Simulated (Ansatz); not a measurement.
# SnSe: the cost of one run

Computed with Ansatz 0.2.0 (DFT PBEsol+D3(BJ), scalar-relativistic, plane waves, PAW, unless a step's input says otherwise).

2 further runs of the same task are left out: 1 that didn't finish, 1 set aside as unsound or not needed.

## (1) Starting point

The structure is cubic, space group Fm-3m (No. 225). The conventional cell has a = 5.874 Å, b = 5.874 Å, c = 5.874 Å, α = 90.00°, β = 90.00°, γ = 90.00°. Sn (site symmetry m-3m) is surrounded by 6 Se at 2.94 Å. Around Se (site symmetry m-3m) lie 6 Sn at 2.94 Å.

Coordinates:

```
CELL_PARAMETERS angstrom
4.15332 0.00000 0.00000
0.00000 4.15332 0.00000
0.00000 0.00000 5.87410
ATOMIC_POSITIONS crystal
Sn 0.50000 0.00000 0.25002
Sn 0.00000 0.50000 0.74998
Se 0.50000 0.00000 0.74998
Se 0.00000 0.50000 0.25002
```

It goes back to an entry of the Materials Project, which need not be the stable form.

This cell was relaxed beforehand with the same method: volume 25.33 Å³/atom, gap on the mesh 0.28 eV.

## (2) What is varied

The energy is mapped over the lattice constants a and c of the conventional cell.

First coordinate, lattice constant a (and b): 5 values from 5.580 to 6.167 Å. Second coordinate, lattice constant c: 5 values from 5.03 to 6.72 Å.

Nothing else is relaxed (fractional coordinates fixed). Energies count from the relaxed crystal. Points are written as (first, second).

## (3) Grid point (6.167 Å, 5.03 Å)

input.yaml

```yaml
crystal:
  lattice:
    - [4.3610103623, 0.0, 0.0]
    - [0.0, 4.3610103623, 0.0]
    - [0.0, 0.0, 5.0282]
  atoms:
    - { symbol: Sn, position: [0.5, 0.0, 0.2500241371] }
    - { symbol: Sn, position: [0.0, 0.5, 0.7499758629] }
    - { symbol: Se, position: [0.5, 0.0, 0.7499817524] }
    - { symbol: Se, position: [0.0, 0.5, 0.2500182476] }
basis:
  ecutwfc: 420
kpoints:
  mp_grid: { grid: [8, 8, 6] }
hamiltonian:
  xc: pbesol
  pseudopotentials: { kind: paw }
  dispersion: d3bj
scf:
  occupations: { method: gaussian, width: 0.03 }
output:
  forces: true
  stress: true
  eigenvalues: true
```

Started as:

```
$ ansatz run input.yaml --threads 1 --pin off --max-ram 2048MiB --backend cpu --events-out ev --progress --plain --runs-dir out
```

Q: Estimate wall time and peak memory on 1 thread of Arm Neoverse N1, shared host.

About 20 s, with a peak of 0.44 GiB.
